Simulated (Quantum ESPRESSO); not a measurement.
Crystal: TaS2.

```
Ta S
1.0
     3.35000    0.00000    0.00000
    -1.67500    2.90119    0.00000
     0.00000    0.00000    5.86000
Ta S
1 2
Direct
  0.00000 0.00000 0.00000
  0.33333 0.66667 0.25000
  0.66667 0.33333 0.75000
```

Program: Quantum ESPRESSO 7.5. Alike in all runs: task single point; potentials or basis PseudoDojo 0.4.1 SR LDA stringent; spin collinear, ferromagnetic start; Ta d U = 6 eV; cell as given; k mesh 7 × 7 × 3; cutoff (eV) 1796; smearing gaussian 0.05 eV.

Order these runs on this cell by their pressure, lowest first.
A. level PBEsol+U
B. level PBE+U
C. level RPBE+U
D. level LDA+U; form of the LDA correlation PW92

D (10.1 GPa), A (13.2 GPa), B (18.3 GPa), C (21.2 GPa).

Caveats: the potentials were made for another functional, which shifts forces and pressure (some runs); this functional lacks dispersion, which binds the layers, so the pressure and a relaxed spacing across them are unreliable (some runs).
